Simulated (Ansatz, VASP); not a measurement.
## As in VASP and in Ansatz

INCAR

```
PREC = Accurate
ENCUT = 520
EDIFF = 1E-7
ISMEAR = -1
SIGMA = 0.05
LREAL = False
LASPH = True
NELM = 80
ALGO = Normal
ISIF = 2
LWAVE = False
LCHARG = False
GGA = PE
NBANDS = 12
```

Contents of KPOINTS:

```
regular mesh
0
Gamma
  13 13 13
```

File POSCAR:

```
As
1.0
    1.9185112564      1.1076529903      3.3463392000
   -1.9185112564      1.1076529903      3.3463392000
    0.0000000000     -2.2153059806      3.3463392000
As
2
Direct
    0.2275400000      0.2275400000      0.2275400000
    0.7724600000      0.7724600000      0.7724600000
```

Input for Ansatz:

```yaml
crystal:
  lattice:
    - [1.9185112564, 1.1076529903, 3.3463392]
    - [-1.9185112564, 1.1076529903, 3.3463392]
    - [0.0, -2.2153059806, 3.3463392]
  atoms:
    - { symbol: As, position: [0.22754, 0.22754, 0.22754] }
    - { symbol: As, position: [0.77246, 0.77246, 0.77246] }
kpoints:
  mp_grid: { grid: [13, 13, 13] }
scf:
  occupations: { method: fermi_dirac, width: 0.05 }
hamiltonian:
  xc: pbe
  pseudopotentials: { kind: all_electron, lapw: { basis_error: 0.001 } }
output:
  forces: true
  stress: true
  eigenvalues: true
```

Change from the starting cell: z stretched by -4 % at fixed volume.

Alike in both runs: task single point; functional PBE; k mesh 13 × 13 × 13; occupations fermi-dirac, width 0.05 eV; no spin polarisation.

|  | VASP | Ansatz |
| --- | --- | --- |
| version | VASP 6.6.1 | Ansatz 0.2.0 |
| potentials or method | VASP PAW PBE potentials, release 64 (As) | all-electron LAPW, scalar-relativistic |
| plane-wave cutoff (eV) | 520 | see its input |

|  | VASP | Ansatz | Ansatz less VASP |
| --- | --- | --- | --- |
| pressure (GPa) | 2.8 | 2.5 | -0.27 |
| largest component of the traceless stress (GPa) | 1.69 | 1.80 | +0.110 |
| rms of the force components (eV/Å) | 0.241 | 0.212 | -0.0286 |

Atom by atom the forces differ by 0.029 eV/Å (rms over components). Ansatz ran all-electron here, so the differences hold the error of VASP's frozen core and of both bases.
